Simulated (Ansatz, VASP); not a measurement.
## Two plane-wave programs on F

Contents of INCAR:

```
SYSTEM = F
PREC = Accurate
ENCUT = 520
EDIFF = 1E-7
ISMEAR = -1
SIGMA = 0.05
LREAL = .FALSE.
LASPH = .TRUE.
NELM = 80
ALGO = Normal
ISIF = 2
LWAVE = .FALSE.
LCHARG = .FALSE.
GGA = CA
NBANDS = 10
```

Contents of KPOINTS:

```
Automatic mesh
0
G
  17 17 17
  0 0 0
```

Contents of POSCAR:

```
F
1.0
    0.0000000000      1.3218407916      1.3218407916
    1.3218407916      0.0000000000      1.3218407916
    1.3218407916      1.3218407916      0.0000000000
F
1
Direct
    0.0000000000      0.0000000000      0.0000000000
```

Input for Ansatz:

```yaml
crystal:
  lattice:
    - [0.0, 1.3218407916, 1.3218407916]
    - [1.3218407916, 0.0, 1.3218407916]
    - [1.3218407916, 1.3218407916, 0.0]
  atoms:
    - { symbol: F, position: [0.0, 0.0, 0.0] }
kpoints:
  mp_grid: { grid: [17, 17, 17] }
scf:
  occupations: { method: fermi_dirac, width: 0.05 }
hamiltonian:
  xc: lda
  pseudopotentials: { kind: paw }
output:
  forces: true
  stress: true
  eigenvalues: true
  populations: true
```

Change from the starting cell: volume scaled by 0.55, PAW files.

Alike in both runs: task single point; functional LDA; k mesh 17 × 17 × 17; occupations fermi-dirac, width 0.05 eV; no spin polarisation.

```csv
,VASP,Ansatz
version,VASP 6.6.1,Ansatz 0.2.0
potentials or method,"VASP PAW LDA potentials, release 64 (F)","PAW with Ansatz's default frozen-core files, scalar-relativistic"
plane-wave cutoff (eV),520,420
valence electrons in the cell,7,7
```

Ansatz gave:

| Property | Result |
| --- | --- |
| pressure (GPa) | 265.3 |

Estimate VASP's values.

pressure (GPa): 266.9.

Caveats: the cell as given lies far from equilibrium; so large a pressure means that the cell lies far from this level's equilibrium, or that cutoff or potentials fall short (VASP); an odd number of electrons without spin polarisation forces a metal; a magnetic or distorted state may lie lower.
